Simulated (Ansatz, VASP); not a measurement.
This is a calculation of Pb for VASP 6.6.1.

Contents of INCAR:

```
SYSTEM = Pb
PREC = Accurate
ENCUT = 520
EDIFF = 1E-7
ISMEAR = -1
SIGMA = 0.05
LREAL = .False.
LASPH = .True.
NELM = 60
ALGO = Normal
ISIF = 2
LWAVE = .False.
LCHARG = .False.
GGA = PS
NBANDS = 21
```

Contents of KPOINTS:

```
regular mesh
0
Gamma
  9 9 5
  0 0 0
```

The input POSCAR:

```
Pb
1.0
    3.4329672075      0.0000000000      0.0000000000
   -1.7164836037      2.9730368121      0.0000000000
    0.0000000000      0.0000000000      5.5144501982
Pb
2
Direct
    0.6666666667      0.3333333333      0.7500000000
    0.3333333333      0.6666666667      0.2500000000
```

Potentials or basis: VASP PAW PBE potentials, release 64 (Pb_d).

Command:

```console
$ cat potpaw_PBE.64/Pb_d/POTCAR > POTCAR
$ mpirun -np 1 vasp_std > vasp.out
```

Problem. Translate it to Ansatz 0.2.0. Potentials there: Ansatz PAW.

Solution. As run (the cutoff follows the program's own potentials):

Contents of input.yaml:

```yaml
crystal:
  lattice:
    - [3.4329672075, 0.0, 0.0]
    - [-1.7164836037, 2.9730368121, 0.0]
    - [0.0, 0.0, 5.5144501982]
  atoms:
    - { symbol: Pb, position: [0.6666666667, 0.3333333333, 0.75] }
    - { symbol: Pb, position: [0.3333333333, 0.6666666667, 0.25] }
hamiltonian:
  xc: pbesol
  pseudopotentials: { kind: paw }
kpoints:
  mp_grid: { grid: [9, 9, 5] }
scf:
  occupations: { method: fermi_dirac, width: 0.05 }
output:
  forces: true
  stress: true
  eigenvalues: true
```

Potentials or basis: Ansatz PAW.

The run is started by

```console
$ ansatz run input.yaml --threads 2 --pin off --max-ram 5632MiB --backend cpu --events-out ev --progress --plain --runs-dir out
```

Both were run:

|  | VASP | Ansatz | Ansatz less VASP |
| --- | --- | --- | --- |
| gap on the k mesh at the Fermi level (eV) | none | none | - |
| pressure (GPa) | 3.3 | 3.4 | +0.09 |
| largest component of the traceless stress (GPa) | 3.07 | 3.08 | +0.004 |

A gap of «none» marks a metal or a gap that the smearing closes. With one functional, cell and mesh, what is left measures potentials, basis and numerics.

Caveats: the PAW data sets were made with another functional, which shifts forces and pressure a little (VASP); the PAW data sets come from PBE, with cores solved anew for the run's functional, which leaves a small shift of forces and pressure (Ansatz). Spin-orbit coupling is left out, which matters for the levels of Pb.
